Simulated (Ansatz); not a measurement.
**Si2W: one contact scaled**

An exercise on one series of results from a longer session: the logs are not shown, and one member is left open.

Computed with Ansatz 0.2.0 (DFT, PBEsol, PAW with Ansatz's default frozen-core files, scalar-relativistic, unless a step's input says otherwise).

## The structure to begin with

The structure is tetragonal, space group I4/mmm (No. 139). The conventional cell has a = 3.214 Å, b = 3.214 Å, c = 7.830 Å, α = 90.00°, β = 90.00°, γ = 90.00°. Si (site symmetry 4mm) is surrounded by 5 Si at 2.59 to 2.63 Å and 5 W at 2.62 Å. Around W (site symmetry 4/mmm) lie 10 Si at 2.62 Å.

Coordinates:

```
Si W
1.0
    -1.60690    1.60690    3.91495
     1.60690   -1.60690    3.91495
     1.60690    1.60690   -3.91495
Si W
2 1
Cartesian
  0.0000 0.0000 2.6207
  0.0000 0.0000 5.2092
  0.0000 0.0000 0.0000
```

Atoms are numbered in the order of the input: Si1, Si2, W3.

Set-up of the first run:

The input, input.yaml:

```yaml
crystal:
  lattice:
    - [-1.6069, 1.6069, 3.91495]
    - [1.6069, -1.6069, 3.91495]
    - [1.6069, 1.6069, -3.91495]
  atoms:
    - { symbol: Si, position: [0.3347, 0.3347, 0.0] }
    - { symbol: Si, position: [0.6653, 0.6653, 0.0] }
    - { symbol: W, position: [0.0, 0.0, 0.0] }
kpoints:
  mp_grid: { grid: [13, 13, 13] }
scf:
  occupations: { method: fermi_dirac, width: 0.05 }
hamiltonian:
  xc: pbesol
  pseudopotentials: { kind: paw }
output:
  forces: true
  stress: true
  eigenvalues: true
  efg: { contact_densities: true }
  populations: true
  write_density: true
  write_potential: true
  elf: true
  volumetric_format: npy
```

On the command line:

```sh
$ ansatz run input.yaml --threads 1 --pin off --max-ram 3072MiB --backend cpu --events-out ev --progress --plain --runs-dir out
```

Steps of the session up to this table: Shortest bond scaled by 1, PAW; Shortest bond scaled by 1.1, PAW; Shortest bond scaled by 0.88, PAW; Shortest bond scaled by 0.7, PAW; Shortest bond scaled by 0.58, PAW; Shortest bond scaled by 0.58, PAW (cutoff 1000 eV).

One table of the session follows, with a row left open; its other results are not shown here.

| method | length (Å) | F from the given length (eV/cell) | force along the bond (eV/Å) | pressure (GPa) | largest force (eV/Å) |
| --- | --- | --- | --- | --- | --- |
| PAW | 1.501 | 14.452 | 46.112 | 109.58 | 46.112 |
| PAW | 1.812 | ? | ? | ? | ? |
| PAW | 2.278 | 0.572 | 4.024 | 6.56 | 4.024 |
| PAW | 2.589 | 0.000 | 0.012 | -1.97 | 0.012 |
| PAW | 2.847 | 0.315 | -2.376 | -1.34 | 2.376 |
| PAW (cutoff 1000 eV) | 1.501 | – | 46.110 | 109.57 | 46.110 |

**Question.** Estimate the row for PAW, 1.812.

As computed: F from the given length (eV/cell): 5.163; force along the bond (eV/Å): 18.200; pressure (GPa): 48.35; largest force (eV/Å): 18.200. In the column «F from the given length (eV/cell)» it lies between PAW, 2.278 (0.572) and PAW, 1.501 (14.452).

Limits of these values: Spin-orbit coupling is left out, though the cell holds W; in elements this heavy it can shift bands and gaps by tenths of an eV. Warnings in the runs' records: gradients without spin orbit.
